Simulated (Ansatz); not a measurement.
Runs of Ansatz 0.2.0 on SnO. The structure is tetragonal, space group P4/nmm (No. 129). The conventional cell has a = 3.814 Å, b = 3.814 Å, c = 4.887 Å, α = 90.00°, β = 90.00°, γ = 90.00°. Sn (site symmetry 4mm) is surrounded by 4 O at 2.23 Å. O (site symmetry -4m2) is surrounded by 4 Sn at 2.23 Å. The cell is a database's computed one.

| potentials or basis | cutoff (eV) | basis error allowed | gap on the mesh (eV) | pressure (GPa) | largest force (eV/Å) |
| --- | --- | --- | --- | --- | --- |
| all-electron PAW datasets made for the crystal | 360 | - | 0.36 | -0.6 | 0.07 |
| all-electron LAPW, non-relativistic | 318 | 0.002 eV/atom | - | -1.9 | (a) |
| all-electron LAPW, inner shells corrected to Dirac's equation | 318 | 0.002 eV/atom | 0.35 | -0.6 | 0.07 |
| all-electron LAPW, scalar-relativistic | 318 | 0.002 eV/atom | 0.36 | -0.6 | 0.07 |

Alike in all rows: task band structure; level PBEsol; no spin polarisation; cell as given; k mesh 7 × 7 × 6; smearing fermi-dirac 0.05 eV.

Estimate the missing entries.

(a) 0.29.

Caveats: spin-orbit coupling is left out, which moves the levels of the heavy elements; the mesh misses the band edges, which the band path finds closer together (some runs); relativity is left out, which matters for the heavier elements (some runs).

A k mesh can miss the band edges, and the runs leave out spin-orbit coupling on Sn.

The runs don't all hold the same shells in valence.
